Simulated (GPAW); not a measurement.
Runs of GPAW 26.7.0 on SnSe. It takes space group Fm-3m (No. 225, cubic). Conventional cell: a = 6.020 Å, b = 6.020 Å, c = 6.020 Å, α = 90.00°, β = 90.00°, γ = 90.00°. Sn (site symmetry m-3m) is surrounded by 6 Se at 3.01 Å. Around Se (site symmetry m-3m) lie 6 Sn at 3.01 Å. Measurements of this composition are mostly on another form, of space group No. 62.

```tsv
task	level	potentials or basis	spin	cell	k mesh	cutoff (eV)	smearing	maxiter	optimizer	fmax	max steps	target pressure	gap on the mesh (eV)	pressure (GPa)
relaxation of cell and atoms	PBEsol	PAW data sets generated in the run's folder for this functional, pw	off	relaxed to 20 GPa	8 × 8 × 8	600	fermi-dirac 0.05 eV	150	BFGS	0.02 eV/Å	60	20 GPa	0.44	20.0
band structure	PBEsol	PAW data sets generated in the run's folder for this functional, pw	SOC, no magnetisation	as given	8 × 8 × 8	600	fermi-dirac 0.05 eV	150	-	-	-	-	-	-2.1
band structure	PBEsol	PAW data sets generated in the run's folder for this functional, pw	off	as given	8 × 8 × 8	600	fermi-dirac 0.05 eV	150	-	-	-	-	-	-2.1
single point	PBEsol	PAW data sets generated in the run's folder for this functional, pw	off	as given	6 × 6 × 6	500	fermi-dirac 0.05 eV	120	-	-	-	-	0.66	-2.7
relaxation of cell and atoms	PBEsol	PAW data sets generated in the run's folder for this functional, pw	off	relaxed to 30 GPa	8 × 8 × 8	600	fermi-dirac 0.05 eV	150	BFGS	0.02 eV/Å	60	30 GPa	0.21	30.0
single point	LDA	the program's PAW data sets (release 1.2.1) made for this functional, pw	off	as given	6 × 6 × 6	450	fermi-dirac 0.05 eV	120	-	-	-	-	0.61	(b)
relaxation of cell and atoms	PBEsol	PAW data sets generated in the run's folder for this functional, pw	off	relaxed to 10 GPa	8 × 8 × 8	600	fermi-dirac 0.05 eV	150	BFGS	0.02 eV/Å	60	10 GPa	0.58	10.0
relaxation of cell and atoms	PBEsol	PAW data sets generated in the run's folder for this functional, pw	off	relaxed	8 × 8 × 8	600	fermi-dirac 0.05 eV	150	BFGS	0.02 eV/Å	60	-	(c)	0.1
relaxation of cell and atoms	PBEsol	PAW data sets generated in the run's folder for this functional, pw	off	relaxed to 5 GPa	8 × 8 × 8	600	fermi-dirac 0.05 eV	150	BFGS	0.02 eV/Å	60	5 GPa	(a)	4.9
relaxation of cell and atoms	PBEsol	PAW data sets generated in the run's folder for this functional, pw	off	relaxed to 2 GPa	8 × 8 × 8	600	fermi-dirac 0.05 eV	150	BFGS	0.02 eV/Å	60	2 GPa	0.74	2.0
dielectric tensor	LDA	the program's PAW data sets (release 1.2.1) made for this functional, pw	off	as given	6 × 6 × 6	450	fermi-dirac 0.001 eV	150	-	-	-	-	0.61	-
```

Problem. Fill in the values left out.

Solution. (a) 0.67; (b) -4.8; (c) 0.76.

Caveats: spin-orbit coupling is left out, which moves the levels of the heavy elements (some runs); later steps reuse the first step's grids (some runs); the cutoff is short for stress and forces, so pressures can be off by a GPa or more (some runs); spin-orbit coupling was added after a scalar SCF, so levels and gaps hold it while energy, forces, pressure and moments don't (some runs); this program's spin-orbit splittings come out too wide for heavy elements (some runs); the dielectric constant isn't converged in the k mesh (some runs).

A k mesh can miss the band edges, and rows without SOC leave out spin-orbit coupling on Se, Sn.
